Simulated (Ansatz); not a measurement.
All numbers below come from Ansatz 0.2.0, DFT PBE+D3(BJ), scalar-relativistic, plane waves, PAW. All cells share a 420 eV cutoff and Γ-centred k meshes spaced at most about 0.3 Å⁻¹ (about 0.25 or finer for metals, 2π included). No spin polarisation.

These are static total energies at zero pressure. Both are relaxed sheets, periodic along a and b.

Compare these two cells of LiS₂, each relaxed at this level.

A.

```xyz
6
Lattice="2.9730 0.0000 0.0000 -1.4865 2.5747 0.0000 0.0000 0.0000 41.2709" Properties=species:S:1:pos:R:3 pbc="T T F"
Li    2.9730    0.0000    8.2291
Li    1.4865    0.8582   13.7709
S     0.0000    1.7164    6.5283
S     1.4865    0.8582   10.1528
S     2.9730    0.0000   11.8472
S     0.0000    1.7164   15.4717
```

B.

```xyz
6
Lattice="3.0866 0.0000 0.0000 -1.5433 2.6730 0.0000 0.0000 0.0000 41.2252" Properties=species:S:1:pos:R:3 pbc="T T F"
Li    0.0000    0.0000    8.2598
Li    0.0000    0.0000   13.7402
S     0.0000    1.7820    6.6409
S     1.5433    0.8910   10.0378
S     1.5433    0.8910   11.9622
S     0.0000    1.7820   15.3591
```

Problem. Which would you expect to be lower, and how large is the difference?

Solution. B is lower, by 197 meV/atom. A has layer group p-3m1 (No. 72), 1.3 Å²/atom and no gap on its mesh; B has layer group p-6m2 (No. 78), 1.4 Å²/atom and no gap. A holds S–S nets (shortest 2.41 Å); B holds S–S pairs (shortest 1.92 Å). In A, Li at height 1.70 Å has 6 S at 2.42–2.58 Å; S at height 0.00 Å has 3 Li at 2.42 Å; S at height 3.62 Å has 3 S at 2.41 Å and 3 Li at 2.58 Å. In B, Li at height 1.62 Å has 6 S at 2.41–2.52 Å; S at height 0.00 Å has 3 Li at 2.41 Å; S at height 3.40 Å has 1 S at 1.92 Å. Both come from invented guesses.

Cells relaxed within their symmetry can be saddle points.
